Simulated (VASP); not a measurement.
**VASP inputs for SiC (distorted zincblende)**

INCAR

```
GGA = PS
NELM = 120
LASPH = .TRUE.
ISMEAR = -1
NBANDS = 11
PREC = Accurate
NSW = 0
ENCUT = 520
LCHARG = .FALSE.
SIGMA = 0.02
ISIF = 2
EDIFF = 1E-7
LREAL = .FALSE.
IBRION = -1
LWAVE = .FALSE.
```

KPOINTS

```
KPOINTS created by Atomic Simulation Environment
0
Gamma
8 8 8
0 0 0
```

POSCAR

```
Si C
 1.0000000000000000
    -0.0011000000000000    2.2288000000000001    2.1823000000000001
     2.0783000000000000    0.0339000000000000    2.1473000000000000
     2.1046000000000000    2.2201000000000000    0.0076000000000000
 Si  C
   1   1
Cartesian
  4.1322046300000004  2.2552574700000001  2.1347204500000001
  1.0626731899999999  1.1135545800000000  1.1323006700000000
```

VASP ran with the recommended PBE PAW datasets (8 valence electrons in the cell).

Q: Estimate the main results of this run.

A: gap between bands v and c on the k mesh 0.58 eV; least direct gap on the k mesh 4.27 eV; pressure 11.1 GPa; largest force 2.57 eV/Å.
